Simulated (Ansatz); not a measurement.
# In: one crystal by all-electron and frozen-core methods

Does the method matter for In? The same cell, functional and mesh are run with all-electron LAPW, PAW on the default files and datasets made for this crystal. The cell is first relaxed from a guess with PAW; it needn't be the stable phase of this composition.

This is In in the diamond structure; at room conditions it is tetragonal.

Computed with Ansatz 0.2.0 (DFT PBE, scalar-relativistic, unless a step's input says otherwise).

### 1 The starting structure

The structure is cubic, space group Fd-3m (No. 227). Conventional cell: a = 6.439 Å, b = 6.439 Å, c = 6.439 Å, α = 90.00°, β = 90.00°, γ = 90.00°. In (site symmetry -43m) has 4 In at 2.79 Å as nearest neighbours.

Structure file:

```xyz
2
Lattice="0.0000 3.2195 3.2195 3.2195 0.0000 3.2195 3.2195 3.2195 0.0000" Properties=species:S:1:pos:R:3 pbc="T T T"
In    0.0000    0.0000    0.0000
In    1.6098    1.6098    1.6098
```

Atoms are numbered in the order of the input: In1, In2.

### 2 Relaxing the guess with PAW

File input.yaml:

```yaml
crystal:
  lattice:
    - [0.0, 3.2195088072, 3.2195088072]
    - [3.2195088072, 0.0, 3.2195088072]
    - [3.2195088072, 3.2195088072, 0.0]
  atoms:
    - { symbol: In, position: [0.0, 0.0, 0.0] }
    - { symbol: In, position: [0.25, 0.25, 0.25] }
kpoints:
  mp_grid: { grid: [9, 9, 9] }
scf:
  occupations: { method: fermi_dirac, width: 0.05 }
hamiltonian:
  xc: pbe
  pseudopotentials: { kind: paw }
output:
  forces: true
  stress: true
relax:
  f_tol: 0.005
  max_steps: 80
  cell: {}
```

Launch:

```console
$ ansatz run input.yaml --threads 1 --pin off --max-ram 2048MiB --backend cpu --events-out ev --progress --plain --runs-dir out
```

The program printed:

```text
Engine: ansatz 0.2.0
Pseudopotentials: kind: paw
Pseudopotential: In, paw, valence charge 13, recommended cutoff 420 eV (normal)
Functional definition: PBE
  parameter kappa = 0.804
  parameter beta = 0.06672455060314922
  exchange = pbe_x(kappa = kappa, mu = beta*pi^2/3)
  correlation = pbe_c(beta = beta)
Crystal: 2 atoms, lattice volume = 66.742 Å³
Basis set: ecut = 420 eV, 1291 PW (Γ), exchange–correlation on 64×64×64 points (8 copies of the dense FFT grid, shifted against one another)
Bands: 17, of which v1, the nominal top of the filled ones, is band 13 counted from 1 (12 counted from 0)
Symmetry: 48 space group operations
Space group: Fd-3m (ITA 227), of the structure as read, at distance tolerance 4.1e-5 Å
k-points: 35 of 729
Non-local potential: In, projectors of the file, l = 0: 2, l = 1: 2, l = 2: 2, l = 3: 2
PAW form: soft (Blöchl's): semilocal exchange-correlation on the pseudo side does not see the compensation charge
PAW one-centre angular grid: In, 590 points (default); XC on 64 Gauss nodes
Initial density: superposition of atomic densities (neutral atoms: chi_scale 0, normalization atom), corrected by the library's trained network
Initial wavefunctions: pseudopotential atomic-orbital guess
Functional: x = pbe(κ = 0.804, μ = 0.2195149727645171), c = pbe(β = 0.06672455060314922)
SCF iter   1: F=—  HF=-11194.912057 eV  |F-HF|=—  |Δ(HF+E_count)|=         —  Δρ=1.32e-3  dr2=1.09e-3  ethr=1.77e-3  ⟨swp⟩=6.1  Hψ=3053  notcnv=0
preconditioner: auto → LDOS  [metal: Δε(μ)=0.036 eV  Ē_g=15.893 eV  σ=0.050 eV  W_gap=0.18  n_scr=14 (ndim 8)  ℏωp=23.2 eV  f_vac=0.039  D(μ)=1.58/eV (n_scr^D=14)  β→1.0]
SCF iter   2: F=—  HF=-11194.911079 eV  |F-HF|=—  |Δ(HF+E_count)|=   9.79e-4  Δρ=1.64e-3  dr2=1.34e-3  ethr=4.19e-6  ⟨swp⟩=2.0  Hψ=1381  notcnv=0
SCF iter   3: F=—  HF=-11194.910491 eV  |F-HF|=—  |Δ(HF+E_count)|=   5.88e-4  Δρ=2.04e-4  dr2=3.99e-5  ethr=4.19e-6  ⟨swp⟩=2.1  Hψ=1006  notcnv=0  defer=1
SCF iter   4: F=—  HF=-11194.910508 eV  |F-HF|=—  |Δ(HF+E_count)|=   1.73e-5  Δρ=1.21e-4  dr2=6.07e-6  ethr=1.53e-7  ⟨swp⟩=2.0  Hψ=1040  notcnv=0  defer=1
SCF iter   5: F=—  HF=-11194.910506 eV  |F-HF|=—  |Δ(HF+E_count)|=   2.00e-6  Δρ=2.40e-5  dr2=2.32e-7  ethr=2.33e-8  ⟨swp⟩=2.0  Hψ=940  notcnv=0  defer=1
SCF iter   6: F=-11194.910506 eV  HF=-11194.910506 eV  |F-HF|=7.02e-10  |Δ(HF+E_count)|=   6.55e-8  Δρ=9.76e-7  dr2=4.63e-10  ethr=3.85e-10  ⟨swp⟩=4.8  Hψ=2140  notcnv=0
SCF 1 converged in 6 iterations: F = -11194.910506 eV  dr2 = 4.63e-10
relax step   1: F+E_penalty+E_count = -11194.91050642 eV  Δ(F+E_penalty+E_count) = +0.000e0 eV  max|allowed force component| = 2.776e-17 eV/Å  Δτ_max = 0.0000 Å  P = +4.151 GPa  Ω = 66.742 Å³  (6 SCF iters, dr2 threshold 1.00e-7 eV, accepted)
Crystal: 2 atoms, lattice volume = 77.000 Å³
Basis set: ecut = 420 eV, 1459 PW (Γ), exchange–correlation on 64×64×64 points (8 copies of the dense FFT grid, shifted against one another)
Initial density: handed on by an earlier stage of this run
Initial wavefunctions: those handed on with the density
iter 1 solved again at ethr=2.16e-5 eV; its pass at ethr=3.10e-3 eV (dr2=5.63e-3 eV) is discarded
SCF iter   1: F=—  HF=-11195.014861 eV  |F-HF|=—  |Δ(HF+E_count)|=         —  Δρ=2.66e-3  dr2=5.36e-3  ethr=2.16e-5  ⟨swp⟩=1.2  Hψ=4347  notcnv=0
preconditioner: auto → LDOS  [metal: Δε(μ)=0.030 eV  Ē_g=15.438 eV  σ=0.050 eV  W_gap=0.15  n_scr=14 (ndim 8)  ℏωp=21.6 eV  f_vac=0.082  D(μ)=2.08/eV (n_scr^D=14)  β→1.0]
SCF iter   2: F=—  HF=-11195.015423 eV  |F-HF|=—  |Δ(HF+E_count)|=   5.62e-4  Δρ=1.83e-3  dr2=1.77e-3  ethr=2.06e-5  ⟨swp⟩=2.0  Hψ=1190  notcnv=0
SCF iter   3: F=—  HF=-11195.015232 eV  |F-HF|=—  |Δ(HF+E_count)|=   1.91e-4  Δρ=5.53e-4  dr2=2.04e-4  ethr=6.83e-6  ⟨swp⟩=2.0  Hψ=1044  notcnv=0
SCF iter   4: F=—  HF=-11195.015276 eV  |F-HF|=—  |Δ(HF+E_count)|=   4.38e-5  Δρ=1.37e-4  dr2=1.69e-5  ethr=7.84e-7  ⟨swp⟩=2.0  Hψ=1053  notcnv=0
SCF iter   5: F=—  HF=-11195.015286 eV  |F-HF|=—  |Δ(HF+E_count)|=   1.02e-5  Δρ=2.22e-5  dr2=8.19e-7  ethr=6.52e-8  ⟨swp⟩=3.0  Hψ=1074  notcnv=0
SCF iter   6: F=-11195.015287 eV  HF=-11195.015287 eV  |F-HF|=2.69e-9  |Δ(HF+E_count)|=   2.39e-7  Δρ=2.54e-6  dr2=7.58e-9  ethr=7.69e-10  ⟨swp⟩=4.8  Hψ=1818  notcnv=0
SCF 2 converged in 6 iterations: F = -11195.015287 eV  dr2 = 7.58e-9
relax step   2: F+E_penalty+E_count = -11195.01528661 eV  Δ(F+E_penalty+E_count) = -1.048e-1 eV  max|allowed force component| = 4.626e-17 eV/Å  Δτ_max = 0.0000 Å  P = -0.230 GPa  Ω = 77.000 Å³  energy of the carried Pulay correction = -2.080e-3 eV  (6 SCF iters, dr2 threshold 2.00e-7 eV, accepted)
Crystal: 2 atoms, lattice volume = 76.383 Å³
iter 1 solved again at ethr=5.82e-8 eV; its pass at ethr=3.10e-3 eV (dr2=1.51e-5 eV) is discarded
SCF iter   1: F=—  HF=-11195.015951 eV  |F-HF|=—  |Δ(HF+E_count)|=         —  Δρ=1.38e-4  dr2=1.34e-5  ethr=5.82e-8  ⟨swp⟩=3.0  Hψ=3977  notcnv=0
preconditioner: auto → LDOS  [metal: Δε(μ)=0.033 eV  Ē_g=15.401 eV  σ=0.050 eV  W_gap=0.16  n_scr=14 (ndim 8)  ℏωp=21.7 eV  f_vac=0.065  D(μ)=2.07/eV (n_scr^D=14)  β→1.0]
SCF iter   2: F=—  HF=-11195.015952 eV  |F-HF|=—  |Δ(HF+E_count)|=   9.92e-7  Δρ=8.97e-5  dr2=4.33e-6  ethr=5.17e-8  ⟨swp⟩=2.0  Hψ=1046  notcnv=0
SCF iter   3: F=—  HF=-11195.015951 eV  |F-HF|=—  |Δ(HF+E_count)|=   3.25e-7  Δρ=3.04e-5  dr2=5.95e-7  ethr=1.67e-8  ⟨swp⟩=2.0  Hψ=1044  notcnv=0
SCF iter   4: F=-11195.015951 eV  HF=-11195.015951 eV  |F-HF|=1.71e-8  |Δ(HF+E_count)|=   3.45e-8  Δρ=7.96e-6  dr2=5.55e-8  ethr=5.10e-10  ⟨swp⟩=4.1  Hψ=2062  notcnv=0
SCF 3 converged in 4 iterations: F = -11195.015951 eV  dr2 = 5.55e-8
relax step   3: F+E_penalty+E_count = -11195.01595131 eV  Δ(F+E_penalty+E_count) = -6.647e-4 eV  max|allowed force component| = 8.789e-17 eV/Å  Δτ_max = 0.0000 Å  P = -0.055 GPa  Ω = 76.383 Å³  energy of the carried Pulay correction = -1.968e-3 eV  (4 SCF iters, dr2 threshold 1.33e-7 eV, accepted)
Crystal: 2 atoms, lattice volume = 76.190 Å³
iter 1 solved again at ethr=1.01e-8 eV; its pass at ethr=3.10e-3 eV (dr2=2.62e-6 eV) is discarded
SCF iter   1: F=—  HF=-11195.016020 eV  |F-HF|=—  |Δ(HF+E_count)|=         —  Δρ=5.04e-5  dr2=1.83e-6  ethr=1.01e-8  ⟨swp⟩=3.6  Hψ=3871  notcnv=0
preconditioner: auto → LDOS  [metal: Δε(μ)=0.035 eV  Ē_g=15.411 eV  σ=0.050 eV  W_gap=0.17  n_scr=14 (ndim 8)  ℏωp=21.7 eV  f_vac=0.065  D(μ)=2.06/eV (n_scr^D=14)  β→1.0]
SCF iter   2: F=—  HF=-11195.016020 eV  |F-HF|=—  |Δ(HF+E_count)|=   3.72e-8  Δρ=3.42e-5  dr2=6.69e-7  ethr=7.05e-9  ⟨swp⟩=2.0  Hψ=1046  notcnv=0
SCF iter   3: F=—  HF=-11195.016020 eV  |F-HF|=—  |Δ(HF+E_count)|=   6.28e-8  Δρ=1.16e-5  dr2=9.23e-8  ethr=2.57e-9  ⟨swp⟩=2.0  Hψ=1044  notcnv=0
SCF iter   4: F=—  HF=-11195.016020 eV  |F-HF|=—  |Δ(HF+E_count)|=   1.29e-8  Δρ=3.04e-6  dr2=9.27e-9  ethr=3.55e-10  ⟨swp⟩=2.0  Hψ=1006  notcnv=0
SCF iter   5: F=-11195.016020 eV  HF=-11195.016020 eV  |F-HF|=8.37e-11  |Δ(HF+E_count)|=   4.13e-9  Δρ=5.21e-7  dr2=4.17e-10  ethr=2.95e-11  ⟨swp⟩=4.0  Hψ=1742  notcnv=0
SCF 4 converged in 5 iterations: F = -11195.016020 eV  dr2 = 4.17e-10
relax step   4: F+E_penalty+E_count = -11195.01601958 eV  Δ(F+E_penalty+E_count) = -6.827e-5 eV  max|allowed force component| = 1.203e-16 eV/Å  Δτ_max = 0.0000 Å  P = +0.001 GPa  Ω = 76.190 Å³  energy of the carried Pulay correction = -1.933e-3 eV  (5 SCF iters, dr2 threshold 7.68e-9 eV, accepted)
Initial wavefunctions: pseudopotential atomic-orbital guess (no wavefunctions were taken with the density)
iter 1 solved again at ethr=4.74e-7 eV; its pass at ethr=3.10e-3 eV (dr2=1.23e-4 eV) is discarded
SCF iter   1: F=—  HF=-11195.017343 eV  |F-HF|=—  |Δ(HF+E_count)|=         —  Δρ=1.73e-4  dr2=4.62e-6  ethr=4.74e-7  ⟨swp⟩=2.7  Hψ=4412  notcnv=0
preconditioner: auto → LDOS  [metal: Δε(μ)=0.035 eV  Ē_g=15.412 eV  σ=0.050 eV  W_gap=0.17  n_scr=14 (ndim 8)  ℏωp=21.7 eV  f_vac=0.065  D(μ)=2.06/eV (n_scr^D=14)  β→1.0]
SCF iter   2: F=—  HF=-11195.017354 eV  |F-HF|=—  |Δ(HF+E_count)|=   1.08e-5  Δρ=8.03e-5  dr2=3.22e-6  ethr=1.78e-8  ⟨swp⟩=2.0  Hψ=1044  notcnv=0
SCF iter   3: F=—  HF=-11195.017344 eV  |F-HF|=—  |Δ(HF+E_count)|=   9.66e-6  Δρ=1.44e-5  dr2=8.20e-8  ethr=1.24e-8  ⟨swp⟩=2.0  Hψ=1013  notcnv=0
SCF iter   4: F=—  HF=-11195.017349 eV  |F-HF|=—  |Δ(HF+E_count)|=   5.26e-6  Δρ=1.61e-6  dr2=8.56e-10  ethr=3.15e-10  ⟨swp⟩=2.0  Hψ=1039  notcnv=0
SCF iter   5: F=-11195.017349 eV  HF=-11195.017349 eV  |F-HF|=1.82e-11  |Δ(HF+E_count)|=   1.53e-9  Δρ=1.81e-7  dr2=1.86e-11  ethr=1.00e-12  ⟨swp⟩=4.9  Hψ=3201  notcnv=0
SCF 5 converged in 5 iterations: F = -11195.017349 eV  dr2 = 1.86e-11
relax step   5: F+E_penalty+E_count = -11195.01734925 eV  Δ(F+E_penalty+E_count) = -1.330e-3 eV  max|allowed force component| = 1.203e-16 eV/Å  Δτ_max = 0.0000 Å  P = -0.020 GPa  Ω = 76.190 Å³  stress off target by 2.00e-2 GPa  SCF on the basis re-selected at this cell (its energy is not comparable with the rows above)  (5 SCF iters)
basis re-selected at this cell: Δ(F+E_penalty+E_count) = -1.330e-3 eV, ΔP = -0.021 GPa vs the last step (what re-selecting the basis moved, of the pressure what is left beyond the Pulay correction that the steps carried, after the strain that the cell walked since its last selection, with what the two solves' SCF thresholds leave and, on support functions, any second-order correction that the steps lacked; it is no measure of the basis error at this ecutwfc). This SCF's stress stands 2.00e-2 GPa from its target on what of the cell is left free (relax.cell.stress_tol is 5.00e-2 GPa) and its largest allowed force component is 1.20e-16 eV/Å (relax.f_tol is 5.00e-3 eV/Å): within both
SCF converged after 5 iterations
Free energy (F): -11195.017349 eV
Harris-Foulkes:  -11195.017349 eV  (|F-HF|=1.82e-11)
Internal energy: -11195.000994 eV  (E = F + TS)
E sigma→0 (E₀):  -11195.009171 eV
Entropy (-TS):   -0.016356 eV (-8.178 meV/atom)
Fermi energy:    5.501635 eV
--- Per-component energies (eV) ---
  E_band       = -164.627349
  E_kinetic    = 481.936997
  E_local      = -2869.390736  (includes V_loc(G=0)·N_el)
  E_nonlocal   = 731.649499
  E_hartree    = 1144.036967
  E_xc         = -430.446669
  E_vxc        = -197.927565  (∫ρ·V_xc dr)
  E_paw        = -8304.812097  (= ΣΔE_a)
  E_vpaw       = -598.969445  (= ΣTr[D̂ρ^β])
  E_aug_tail   = 0.000052  (compensation charges beyond the density's cutoff)
  E_ewald      = -1947.975008
  E_smearing   = -0.016356  (= −TS)
  E_closure    = -0.000000  (closes the sum)
  Σ components = -11195.017349   (vs F -11195.017349, Δ=0.00e0)
--- Forces (eV/Å), atoms counted from 1 ---
  atom   1  In     0.00000000     0.00000000    -0.00000000
  atom   2  In    -0.00000000     0.00000000    -0.00000000
  max |Σ_I F_I| component: 2.78e-17 eV/Å
--- Stress (GPa, compression-positive) ---
       -0.019996       0.000000      -0.000000
       -0.000000      -0.019996      -0.000000
        0.000000      -0.000000      -0.019996
  P = ⅓ Tr σ = -0.0200 GPa (-0.200 kbar)
--- Relaxed structure (4 steps of the walk, 4 accepted, 1 SCFs on fresh bases) ---
  F+E_penalty+E_count = -11195.01734925 eV   max|allowed force component| = 1.203e-16 eV/Å   (the final SCF, on the basis selected at the relaxed cell)
  cell:  # Å, volume = 76.1899 Å³
    - [-1.6082267978826705e-33, 3.3647733986785804, 3.3647733986785804]
    - [3.3647733986785804, -1.0063359764968789e-33, 3.3647733986785804]
    - [3.3647733986785804, 3.3647733986785804, -6.687675793175457e-35]
  atoms:
    - { symbol: In, position: [9.097718417600112e-35, -3.1156569923288045e-35, -5.358930026805546e-35] }
    - { symbol: In, position: [0.25, 0.25, 0.25] }
```

It took 11 s on 1 thread of Arm Neoverse V1, shared host.

Relaxation path:

| step | energy from step 1 (eV/cell) | largest force component (eV/Å) | pressure (GPa) | volume (Å³) |
| --- | --- | --- | --- | --- |
| 1 | 0.0000 | 0.0000 | 4.15 | 66.74 |
| 2 | -0.1048 | 0.0000 | -0.23 | 77.00 |
| 3 | -0.1054 | 0.0000 | -0.06 | 76.38 |
| 4 | -0.1055 | 0.0000 | 0.00 | 76.19 |
| 5 | -0.1068 | 0.0000 | -0.02 | 76.19 |

Step 1 is the start. Step 5 repeats the geometry before it on a plane-wave basis chosen anew for that cell, so its energy need not be comparable with the rows above.

Lengths and angles in the start's conventional setting:

|  | before | after | change |
| --- | --- | --- | --- |
| a (Å) | 6.439 | 6.730 | +4.5 % |
| b (Å) | 6.439 | 6.730 | +4.5 % |
| c (Å) | 6.439 | 6.730 | +4.5 % |
| volume (Å³/atom) | 33.37 | 38.09 | +14.2 % |
| shortest distance (Å) | 2.788 | 2.914 | +4.5 % |
| space group (0.01 Å) | Fd-3m | Fd-3m | same |

Forces and stress were held to the start's 48 operations: a distortion of lower symmetry was not tested.

### 3 All-electron LAPW

File input.yaml:

```yaml
crystal:
  lattice:
    - [0.0, 3.3647733987, 3.3647733987]
    - [3.3647733987, 0.0, 3.3647733987]
    - [3.3647733987, 3.3647733987, 0.0]
  atoms:
    - { symbol: In, position: [0.0, 0.0, 0.0] }
    - { symbol: In, position: [0.25, 0.25, 0.25] }
kpoints:
  mp_grid: { grid: [9, 9, 9] }
  band_path:
    path:
      - [0.0, 0.0, 0.0]
      - [0.5, 0.0, 0.5]
      - [0.625, 0.25, 0.625]
      - [0.375, 0.375, 0.75]
      - [0.0, 0.0, 0.0]
      - [0.5, 0.5, 0.5]
      - [0.5, 0.25, 0.75]
      - [0.5, 0.0, 0.5]
    npoints: 14
scf:
  occupations: { method: fermi_dirac, width: 0.05 }
hamiltonian:
  xc: pbe
  pseudopotentials: { kind: all_electron, lapw: { basis_error: 0.00025 } }
output:
  forces: true
  stress: true
  eigenvalues: true
  populations: true
  dos: { projected: true, de: 0.2, e_range: [-14, 8] }
```

Launch:

```console
$ ansatz run input.yaml --threads 1 --pin off --max-ram 2048MiB --backend cpu --events-out ev --progress --plain --runs-dir out
```

The program printed:

```text
In: projections on atomic orbitals take those of the free atom 1s2 2s2 2p6 3s2 3p6 3d10 4s2 4p6 4d10 5s2 5p1, of charge +0.00 (hamiltonian.pseudopotentials.projection_atoms)
LAPW: plane waves up to 8.440 Å⁻¹, error target 2.5e-4 eV per atom; small_component_spin mean_spin; In in spheres of 1.457 Å, 21 of its electrons in bands, Dirac shells []
[... 1 set-up line as earlier in the session ...]
Pseudopotentials: kind: all_electron
Pseudopotential: In, LAPW, valence charge 21, Koelling and Harmon's equation, gaussian nucleus
[... 5 set-up lines as earlier in the session ...]
Crystal: 2 atoms, lattice volume = 76.190 Å³
Basis set: ecut = 271.37512913526115 eV, 749 PW (Γ), exchange–correlation at level 2
Bands: 26, of which v1, the nominal top of the filled ones, is band 21 counted from 1 (20 counted from 0)
[... 1 set-up line as earlier in the session ...]
Space group: Fd-3m (ITA 227), of the structure as read, at distance tolerance 4.2e-5 Å
k-points: 35 of 729
Non-local potential: In, projectors of the file, none
Initial density: superposition of atomic densities (chi_scale 0.1, normalization cell)
Initial wavefunctions: plane waves of lowest kinetic energy (no species holds an atomic orbital)
[... 1 set-up line as earlier in the session ...]
iter 1 solved again at ethr=9.86e-5 eV; its pass at ethr=1.00e-1 eV (dr2=4.14e-2 eV) is discarded
SCF iter   1: F=—  HF=-320091.289657 eV  |F-HF|=—  |Δ(HF+E_count)|=         —  Δρ=8.53e-3  dr2=4.22e-2  ethr=9.86e-5  ⟨swp⟩=3.0  Hψ=6090  notcnv=0
preconditioner: auto → LDOS  [metal: Δε(μ)=0.033 eV  Ē_g=15.792 eV  σ=0.050 eV  W_gap=0.16  n_scr=14 (ndim 8)  ℏωp=21.7 eV  f_vac=0.180  D(μ)=2.07/eV (n_scr^D=14)  β→1.0]
SCF iter   2: F=—  HF=-320091.324997 eV  |F-HF|=—  |Δ(HF+E_count)|=   3.53e-2  Δρ=2.47e-3  dr2=1.20e-2  ethr=9.86e-5  ⟨swp⟩=2.9  Hψ=2838  notcnv=0
SCF iter   3: F=—  HF=-320091.271990 eV  |F-HF|=—  |Δ(HF+E_count)|=   5.30e-2  Δρ=1.61e-3  dr2=2.95e-3  ethr=2.85e-5  ⟨swp⟩=3.0  Hψ=2941  notcnv=0
SCF iter   4: F=—  HF=-320091.271238 eV  |F-HF|=—  |Δ(HF+E_count)|=   7.52e-4  Δρ=6.27e-4  dr2=7.48e-4  ethr=7.02e-6  ⟨swp⟩=2.0  Hψ=2561  notcnv=0
SCF iter   5: F=—  HF=-320091.271367 eV  |F-HF|=—  |Δ(HF+E_count)|=   1.29e-4  Δρ=1.81e-4  dr2=7.57e-5  ethr=1.78e-6  ⟨swp⟩=2.0  Hψ=2561  notcnv=0
iter 6 solved again at ethr=5.02e-9 eV; its pass at ethr=1.80e-7 eV (dr2=2.11e-6 eV) is discarded
SCF iter   6: F=—  HF=-320091.271360 eV  |F-HF|=—  |Δ(HF+E_count)|=   6.57e-6  Δρ=3.28e-5  dr2=2.11e-6  ethr=5.02e-9  ⟨swp⟩=2.0  Hψ=4500  notcnv=0
SCF iter   7: F=-320091.271361 eV  HF=-320091.271361 eV  |F-HF|=2.09e-8  |Δ(HF+E_count)|=   7.60e-7  Δρ=6.00e-6  dr2=5.23e-8  ethr=5.02e-9  ⟨swp⟩=3.0  Hψ=2672  notcnv=0
SCF 1 converged in 7 iterations: F = -320091.271361 eV  dr2 = 5.23e-8
NSCF: frozen V_eff on 99 k-points
SCF converged after 7 iterations
Free energy (F): -320091.271361 eV
Harris-Foulkes:  -320091.271361 eV  (|F-HF|=2.09e-8)
Internal energy: -320091.255003 eV  (E = F + TS)
E sigma→0 (E₀):  -320091.263182 eV
Entropy (-TS):   -0.016358 eV (-8.179 meV/atom)
Fermi energy:    7.758506 eV
--- Per-component energies (eV) ---
  E_band       = -1328.785055
  E_kinetic    = 335973.570633
  E_xc         = -8704.336594
  E_electrostatic = -647360.489042  (all electrons and nuclei)
  E_smearing   = -0.016358  (= −TS)
  E_closure    = 0.000000  (closes the sum)
  E_atoms      = -320086.852323  (free atoms, spherical and without spin; not in F)
  Σ components = -320091.271361   (vs F -320091.271361, Δ=0.00e0)
  Basis errors (estimates in eV, not in F): energy 9.8e-5 per atom: plane waves 9.1e-5 (5.5e-5 summed), levels above the bands 3.2e-54, relativity 7.4e-9, radial functions 7.6e-6, core shells 4.0e-8; eigenvalues (radial functions only) 1.0e-7; not estimated: angular momenta, meshes, grids; target (lapw.basis_error) 2.5e-4; muffin-tin radii In 1.457 Å
--- Forces (eV/Å), atoms counted from 1 ---
  atom   1  In    -0.00000000     0.00000000    -0.00000000
  atom   2  In    -0.00000000     0.00000000     0.00000000
  max |Σ_I F_I| component: 2.54e-17 eV/Å
--- Stress (GPa, compression-positive) ---
       -0.015408       0.000000       0.000000
        0.000000      -0.015408      -0.000000
        0.000000      -0.000000      -0.015408
  P = ⅓ Tr σ = -0.0154 GPa (-0.154 kbar)
--- Band table (eV; the first three rows and the last of 35) ---
  k-point 0: bands = ["-107.5728", "-107.5697", "-66.0557", "-66.0557", "-66.0557", "-66.0404", "-66.0404", "-66.0404", "-6.8670", "-6.8670", "-6.8670", "-6.8057", "-6.8057", "-6.4194", "-6.4194", "-6.4194", "-6.3799", "-6.3799", "-0.0865", "9.6799", "9.9950", "9.9950", "9.9950", "11.6639", "11.6639", "11.6639"]
  k-point 1: bands = ["-107.5727", "-107.5697", "-66.0558", "-66.0558", "-66.0555", "-66.0406", "-66.0403", "-66.0403", "-6.8798", "-6.8798", "-6.8639", "-6.7877", "-6.7877", "-6.4344", "-6.4344", "-6.4245", "-6.3676", "-6.3676", "0.0304", "8.2220", "9.7356", "9.7356", "10.4752", "11.9806", "11.9806", "12.2539"]
  k-point 2: bands = ["-107.5725", "-107.5699", "-66.0561", "-66.0561", "-66.0550", "-66.0411", "-66.0400", "-66.0400", "-6.8969", "-6.8969", "-6.8562", "-6.7587", "-6.7587", "-6.4558", "-6.4558", "-6.4376", "-6.3516", "-6.3516", "0.3737", "6.5504", "9.2987", "9.2987", "10.2142", "12.4558", "12.4558", "13.5762"]
  k-point 34: bands = ["-107.5714", "-107.5710", "-66.0578", "-66.0575", "-66.0493", "-66.0468", "-66.0386", "-66.0384", "-6.9541", "-6.9466", "-6.7381", "-6.6722", "-6.6371", "-6.5764", "-6.5735", "-6.5188", "-6.2931", "-6.2858", "2.5828", "3.4553", "6.5209", "7.0200", "12.5358", "12.5775", "12.9562", "14.3111"]
--- Löwdin populations: 2 sites ---
  site symbol       q [e]
     0     In     48.9826
     1     In     48.9826
  spilling = 0.000356 (of n_electrons = 98.000000)
```

Run time: 33 s. Hardware: 1 thread of Arm Neoverse V1, shared host.

This run gives: pressure -0.02 GPa; no gap.

Levels at the path's labelled points, in eV from the Fermi level:

```
point  band 19  band 20  band 21  band 22  band 23  band 24  band 25
    Γ    -7.85     1.92     2.24     2.24     2.24     3.91     3.91
    X    -4.82    -4.82    -0.41    -0.41     2.40     2.40     9.37
    U    -5.18    -4.36    -1.42    -0.04     2.71     4.95     7.33
    K    -5.18    -4.36    -1.42    -0.04     2.71     4.95     7.33
    Γ    -7.85     1.92     2.24     2.24     2.24     3.91     3.91
    L    -6.20    -3.88     0.99     0.99     2.03     4.81     4.81
    W    -4.74    -4.74    -1.07    -1.07     5.17     5.17     5.41
    X    -4.82    -4.82    -0.41    -0.41     2.40     2.40     9.37
```

States per cell in windows of 1 eV (zero at the Fermi level; grid of 0.20 eV, so sharp peaks spill over the borders):

```
from  to  total  In 5p  In 5s
 -10  -9   0.00   0.00   0.00
  -9  -8   0.00   0.00   0.00
  -8  -7   0.23   0.05   0.18
  -7  -6   0.80   0.23   0.56
  -6  -5   0.93   0.29   0.63
  -5  -4   0.31   0.12   0.19
  -4  -3   1.00   0.48   0.50
  -3  -2   0.40   0.20   0.20
  -2  -1   0.61   0.49   0.11
  -1   0   1.57   1.44   0.12
   0   1   1.57   1.48   0.07
   1   2   0.56   0.54   0.01
   2   3   0.39   0.23   0.13
   3   4   1.79   1.10   0.53
   4   5   1.58   1.12   0.24
```

(Part 1 of 2 ends here.)
